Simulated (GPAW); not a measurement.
# TiB2 (P6/mmm) in GPAW: single point with PBE

Aim: the single point of TiB2 with PBE.

Everything below comes from runs of GPAW 26.7.0. Logs are shortened: lines on timing, memory, paths and dates and some standing lists are left out, and cuts for length are marked. The log counts tension as positive stress, the text compression.

**1. The structure**

It takes space group P6/mmm (No. 191, hexagonal). The conventional cell has a = 3.029 Å, b = 3.029 Å, c = 3.228 Å, α = 90.00°, β = 90.00°, γ = 120.00°. Around Ti (site symmetry 6/mmm) lie 12 B at 2.38 Å. B (site symmetry -6m2) has 3 B at 1.75 Å as nearest neighbours.

**2. Single point, PBE**

File run.py:

```python
from ase import Atoms
from ase.dft.bandgap import bandgap
from ase.io import write
from ase.units import GPa
from gpaw import GPAW, PW

atoms = Atoms(['Ti', 'B', 'B'],
              cell=[[3.0292, 0.0, 0.0],
                    [-1.5146, 2.6233641531, 0.0],
                    [0.0, 0.0, 3.2284]],
              scaled_positions=[[0.0, 0.0, 0.0],
                                [0.6666666667, 0.3333333333, 0.5],
                                [0.3333333333, 0.6666666667, 0.5]],
              pbc=True)

calc = GPAW(mode=PW(600),
            xc='PBE',
            kpts={'size': (8, 8, 7), 'gamma': True},
            occupations={'name': 'fermi-dirac', 'width': 0.05},
            nbands=20,
            maxiter=120,
            txt='gpaw.txt')
atoms.calc = calc
energy = atoms.get_potential_energy()
forces = atoms.get_forces()
stress = atoms.get_stress()
calc.write('gs.gpw')
write('result.traj', atoms)
print(f'Energy: {energy:.6f} eV')
print('Forces (eV/A):')
print(forces.round(4))
print('Stress (GPa):', (stress / GPa).round(3))
print('Fermi level:', round(calc.get_fermi_level(), 4), 'eV')
print(f'Gap: {bandgap(calc)[0]:.4f} eV, direct: {bandgap(calc, direct=True)[0]:.4f} eV')
```

Potentials or basis: GPAW PAW data sets (gpaw-data 1.2.1), pw.

Run with:

```bash
$ OMP_NUM_THREADS=1 python run.py
```

gpaw.txt:

```text
__  _  _
 | _ |_)|_||  |
 |__||  | ||/\| - 26.7.0

Input parameters:
  mode=PW(ecut=600.0),
  kpts=MonkhorstPack(size=(8, 8, 7), gamma=True),
  maxiter=120,
  nbands=20,
  occupations=Occupations(name='fermi-dirac', width=0.05),
  xc=XC(name='PBE')

Diagonalizing LCAO Hamiltonian
Converting LCAO to pw mode

         B  B

       Ti

Atoms  # Å, Bohr magnetons
|   | symbol |         x |        y |        z |    initial magnetic moments |
|---|--------|-----------|----------|----------|-----------------------------|
| 0 |     Ti |  0.000000 | 0.000000 | 0.000000 | ( 0.0000,  0.0000,  0.0000) |
| 1 |      B |  1.514600 | 0.874455 | 1.614200 | ( 0.0000,  0.0000,  0.0000) |
| 2 |      B | -0.000000 | 1.748909 | 1.614200 | ( 0.0000,  0.0000,  0.0000) |

Unit cell  # Å
| periodic |         x |        y |        z |  lengths |     angles |
|----------|-----------|----------|----------|----------|------------|
|      yes |  3.029200 | 0.000000 | 0.000000 | 3.029200 |  90.000000 |
|      yes | -1.514600 | 2.623364 | 0.000000 | 3.029200 |  90.000000 |
|      yes |  0.000000 | 0.000000 | 3.228400 | 3.228400 | 120.000000 |

Number of symmetries: 24
Symmetry operations  # r_c * U_cc + t_c -> r_c
|    | kind |            matrix            |
|----|------|------------------------------|
|  0 |  σ   |  1, 1, 0,  0,-1, 0,  0, 0, 1 |
|  1 |  C2  |  1, 1, 0,  0,-1, 0,  0, 0,-1 |
|  2 |  C6  |  1, 1, 0, -1, 0, 0,  0, 0, 1 |
|  3 |  S6  |  1, 1, 0, -1, 0, 0,  0, 0,-1 |
|  4 |  E   |  1, 0, 0,  0, 1, 0,  0, 0, 1 |
|  5 |  σ   |  1, 0, 0,  0, 1, 0,  0, 0,-1 |
|  6 |  σ   |  1, 0, 0, -1,-1, 0,  0, 0, 1 |
|  7 |  C2  |  1, 0, 0, -1,-1, 0,  0, 0,-1 |
|  8 |  σ   |  0, 1, 0,  1, 0, 0,  0, 0, 1 |
|  9 |  C2  |  0, 1, 0,  1, 0, 0,  0, 0,-1 |
| 10 |  C3  |  0, 1, 0, -1,-1, 0,  0, 0, 1 |
| 11 |  S3  |  0, 1, 0, -1,-1, 0,  0, 0,-1 |
| 12 |  C6  |  0,-1, 0,  1, 1, 0,  0, 0, 1 |
| 13 |  S6  |  0,-1, 0,  1, 1, 0,  0, 0,-1 |
| 14 |  σ   |  0,-1, 0, -1, 0, 0,  0, 0, 1 |
| 15 |  C2  |  0,-1, 0, -1, 0, 0,  0, 0,-1 |
| 16 |  σ   | -1, 0, 0,  1, 1, 0,  0, 0, 1 |
| 17 |  C2  | -1, 0, 0,  1, 1, 0,  0, 0,-1 |
| 18 |  C2  | -1, 0, 0,  0,-1, 0,  0, 0, 1 |
| 19 |  i   | -1, 0, 0,  0,-1, 0,  0, 0,-1 |
| 20 |  C3  | -1,-1, 0,  1, 0, 0,  0, 0, 1 |
| 21 |  S3  | -1,-1, 0,  1, 0, 0,  0, 0,-1 |
| 22 |  σ   | -1,-1, 0,  0, 1, 0,  0, 0, 1 |
| 23 |  C2  | -1,-1, 0,  0, 1, 0,  0, 0,-1 |

BZ-sampling:
  Number of BZ points: 448
  Number of IBZ points: 40

  Monkhorst-Pack size: [8, 8, 7]
  Monkhorst-Pack shift: [0.0625, 0.0625, 0.0]

K-points  # in reciprocal-cell coordinates
|     |                                coordinates |     weight |
|-----|--------------------------------------------|------------|
|   0 | (  0.00000000,   0.00000000,   0.00000000) | 0.00223214 |
|   1 | (  0.00000000,   0.00000000,   0.14285714) | 0.00446429 |
|   2 | (  0.00000000,   0.00000000,   0.28571429) | 0.00446429 |
|   3 | (  0.00000000,   0.00000000,   0.42857143) | 0.00446429 |
|   4 | (  0.12500000,   0.00000000,   0.00000000) | 0.01339286 |
|   5 | (  0.12500000,   0.00000000,   0.14285714) | 0.02678571 |
|   6 | (  0.12500000,   0.00000000,   0.28571429) | 0.02678571 |
|   7 | (  0.12500000,   0.00000000,   0.42857143) | 0.02678571 |
|   8 | (  0.25000000,  -0.12500000,   0.00000000) | 0.01339286 |
|   9 | (  0.25000000,  -0.12500000,   0.14285714) | 0.02678571 |
| ... |                                            |            |
|  39 | (  0.50000000,   0.50000000,   0.42857143) | 0.01339286 |

Plane wave coefficients: 869
Cutoff: 600.0 eV

Spin-components: 1 (collinear spins)
Bands:           20
Projectors:      16
Spin-degeneracy: 2
Datatype:        complex128

Parallelization:
  kpt:    1
  domain: 1
  band:   1

Density:
  Valence electrons: 18.0
  Components: 1
  Grid points: [18 18 20]
  Charge: 0.0  # |e|

Potential:
  Grid points: [18 18 20]

species:
  Ti:
    name:    Titanium
    Z:       22.0
    valence: 12
    core:    10
    charge:  0.0  # [|e|]
    compensation charges:
      type: gauss
      rc: 0.38  # [Å]
      lmax: 2
    cutoffs:
      filter: 2.23  # [Å]
      core: 1.02  # [Å]
    projectors
    | kind |    occ | energy [eV] | rcut [Å] |
    |------|--------|-------------|----------|
    |   3s |  2.000 |     -62.623 |    1.270 |
    |   4s |  2.000 |      -4.466 |    1.270 |
    |   3p |  6.000 |     -38.862 |    1.058 |
    |   4p |  0.000 |      -1.466 |    1.058 |
    |   3d |  2.000 |      -4.258 |    1.058 |
    |    d |        |      22.953 |    1.058 |

    Using partial waves for Ti as LCAO basis

  B:
    name:    Boron
    Z:       5.0
    valence: 3
    core:    2
    charge:  0.0  # [|e|]
    compensation charges:
      type: gauss
      rc: 0.20  # [Å]
      lmax: 2
    cutoffs:
      filter: 1.14  # [Å]
      core: 1.38  # [Å]
    projectors
    | kind |    occ | energy [eV] | rcut [Å] |
    |------|--------|-------------|----------|
    |   2s |  2.000 |      -9.443 |    0.635 |
    |   2p |  1.000 |      -3.606 |    0.635 |
    |    s |        |      17.768 |    0.635 |
    |    p |        |      23.605 |    0.635 |
    |    d |        |       0.000 |    0.635 |

    Using partial waves for B as LCAO basis

Reference energy: -24562.993416  # eV

eigensolver:
  PPCG
  Converge bands: occupied
  niter=2

density mixing:
  MSR1-Mixer
  Pratt-step length: 0.05
  Maximum mixing coefficient: 0.75
  Old densities: 10
  SVD Regularization: 0.005
  Good broyden scale: 1.0
  Trust region scale: 1.0
  Backstep threshold: 4.0
  History deletion threshold: 6.0
  Fourier metric: weight=20.0, sigma=0.015

occupation numbers:
  Fermi-Dirac:
    width: 0.0500  # eV

poisson solver:
  ecut: 4800.0  # eV

xc functional:
  name: PBE with 2 nearest neighbor stencil

convergence criteria:
- Maximum [total energy] change in last 3 cyles: 0.0005 eV / valence electron
- Maximum integral of absolute [dens]ity change: 0.0001 electrons / valence electron
- Maximum integral of absolute [eigenst]ate change: 4e-08 eV^2 / valence electron
maximum number of iterations: 120

SCF iterations
|iter     | |      energy | eigst |  dens |
|---------|-|-------------|-------|-------|
|iter:   1| |  -25.018339 | +0.15 |       |
|iter:   2| |  -24.455974 | -2.47 | -0.93 |
|iter:   3| |  -23.245279 | -1.29 | -1.00 |
|iter:   4| |  -23.230767 | -2.65 | -1.72 |
|iter:   5| |  -23.238338 | -3.22 | -1.99 |
|iter:   6| |  -23.238282c| -4.12 | -2.56 |
|iter:   7| |  -23.238277c| -5.42 | -3.16 |
|iter:   8| |  -23.238277c| -7.23 | -4.10c|
|iter:   9| |  -23.238278c| -8.59c| -4.73c|

Converged in 9 steps
Energy contributions relative to reference atoms: (reference = -24562.993416)

Energy contributions:
  Kinetic:          20.718606
  Coulomb:         -18.828241
  Zero:              0.042123
  External:          0.000000
  Xc:              -25.170472
  Entropy:          -0.000587
  Spinorbit:         0.000000
  ----------------------------
  Free energy:     -23.238571
  Extrapolated:    -23.238278

dipole moment: (-4.821335, -8.350797, -10.276772)  # |e|*Ang

Fermi level: 11.532
Eigenvalues  # (at kpt = [0.000, 0.000, 0.000])
| band index |      eig [eV] | occ [0-2] |
|------------|---------------|-----------|
|          0 |       -45.456 |     2.000 |
|          1 |       -21.826 |     2.000 |
|          2 |       -21.505 |     2.000 |
|          3 |       -21.505 |     2.000 |
|          4 |        -2.034 |     2.000 |
|          5 |         8.867 |     2.000 |
[... 9 lines left out ...]
|         15 |        18.390 |     0.000 |
|         16 |        20.591 |     0.000 |
|        ... |               |           |
|         19 |        35.445 |     0.000 |

No gap
No difference between direct/indirect transitions

Forces  # eV/Ang
|       x |        y |       z |
|---------|----------|---------|
| 0.00000 | -0.00000 | 0.00000 |  # Ti   0
| 0.00000 |  0.00000 | 0.00000 |  # B    1
| 0.00000 | -0.00000 | 0.00000 |  # B    2

Stress tensor  # eV/Ang^3
|         x |         y |        z |
|-----------|-----------|----------|
| -0.005150 | -0.000000 | 0.000000 |
| -0.000000 | -0.005150 | 0.000000 |
|  0.000000 |  0.000000 | 0.005216 |

# Writing to gs.gpw (mode='')
```

stdout:

```text
Energy: -23.238278 eV
Forces (eV/A):
[[ 0. -0.  0.]
 [ 0.  0.  0.]
 [ 0. -0.  0.]]
Stress (GPa): [-0.825 -0.825  0.836  0.     0.    -0.   ]
Fermi level: 11.5322 eV
Gap: 0.0000 eV, direct: 0.0000 eV
```

Wall time 13 s (1 thread of Arm Neoverse V2, shared host); peak memory 0.15 GiB.

What came out:

```yaml
Free_energy: -23.2386 eV
Pressure: 0.3 GPa
Band_gap_on_the_k_mesh: none (metal or under the smearing width)
```

Levels at points of the mesh, in eV from the Fermi level:
```csv
k point,band 6,band 7,band 8,band 9,band 10,band 11,band 12,band 13
"(0.00, 0.00, 0.00)",-2.67,-2.67,-2.40,-2.17,1.84,1.84,3.60,3.60
"(0.50, 0.50, 0.00)",-9.30,-3.34,-3.28,-2.32,1.29,2.70,3.17,3.29
```

Caveat: the cutoff is short for stress and forces, so pressures can be off by a GPa or more.
